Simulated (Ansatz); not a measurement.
## Be2C: a fit and a missing row

Be2C, Fm-3m, a = 4.328 Å. The structure is a COD entry; whether it is the stable form wasn't checked. Ansatz: PBE, PAW, 420 eV, Γ-centred 12×12×12 mesh on 3 atoms, Gaussian smearing 0.02 eV; no spin polarisation. Symmetry fixes shape and atoms, so the cell is only scaled; pressure is positive in compression.

```
V (Å³/atom) P (GPa)
      5.947    32.21
      6.150    22.42
      6.353    13.90
      6.555     6.48
      6.758     0.00
      6.961    -5.67
      7.164   -10.62
      7.434        ?
```

Take V0 = 6.758 Å³/atom, fit the third-order Birch–Murnaghan form to the other rows, and predict the missing pressure.

With the Eulerian strain f = ½[(V0/V)^(2/3) − 1] and y = P/[3f(1 + 2f)^(5/2)], the form is the line y = B0 + 1.5 B0 (B0′ − 4) f. Rows (f, y): 0.04448, 195.1; 0.03243, 196.9; 0.02103, 198.8; 0.01027, 199.9; -0.00977, 203.2; -0.01907, 204.6. Means f = 0.01323, y = 199.75; Σ(Δf)² = 0.002987, ΣΔfΔy = -0.4439; the slope is their ratio. y = 201.7 − 148.6 f GPa, so B0 = 201.7 GPa and B0′ = 4 + 2 × (-148.6)/(3 × 201.7) = 3.51. At V = 7.434, f = -0.03079, y = 206.28 and P = -16.25 GPa. The run gave -16.27 GPa, so the fit is 0.02 GPa too high, a small miss on the scale of the series. The form still works here, 22 % of the fitted range beyond its end.